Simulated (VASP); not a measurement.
Wanted: the native input for a VASP 6.6.1 run.

```
Task                   : core levels
Functional             : PBEsol
Potentials or basis    : VASP PAW PBE potentials, release 64 (Pt, Te)
Cutoff                 : 520 eV
k mesh                 : 8 × 8 × 7
Occupations            : gaussian, width 0.02 eV
Spin                   : no spin polarisation
Further INCAR settings : ALGO = Normal; EDIFF = 1e-07
```

The structure of TePt lies in POSCAR:

```
TePt
1.0
    3.9548758500      0.0000000000      0.0000000000
   -1.9774379300      3.4250229600      0.0000000000
    0.0000000000      0.0000000000      3.8597628900
Pt Te
1 1
Direct
    0.0000000000      0.0000000000      0.0000000000
    0.6666666667      0.3333333333      0.5000000000
```

Measurements of this composition are mostly on another form, of space group No. 166.

These files were run (other wordings do the same):

INCAR

```
SYSTEM = TePt
PREC = Accurate
ENCUT = 520
EDIFF = 1E-7
ISMEAR = 0
SIGMA = 0.02
LREAL = .False.
LASPH = .True.
NELM = 80
ALGO = Normal
ISIF = 2
LWAVE = .False.
LCHARG = .False.
GGA = PS
ICORELEVEL = 1
```

KPOINTS

```
Automatic mesh
0
Gamma
  8 8 7
  0 0 0
```

Potentials or basis: VASP PAW PBE potentials, release 64 (Pt, Te).

Launch:

```bash
$ cat potpaw_PBE.64/Pt/POTCAR potpaw_PBE.64/Te/POTCAR > POTCAR
$ mpirun -np 1 vasp_std > vasp.out
```

It gave:

```json
{"Pressure": "-15.7 GPa", "Band gap on the k mesh": "none (metal or under the smearing width)"}
```

Caveat: so large a pressure means that the cell lies far from this level's equilibrium, or that cutoff or potentials fall short; the potentials were made for another functional, which shifts forces and pressure.

It took 31 s on 1 thread of AMD EPYC 7R43 64-Core Processor (Zen 3), on a shared host, peak memory 0.15 GiB.
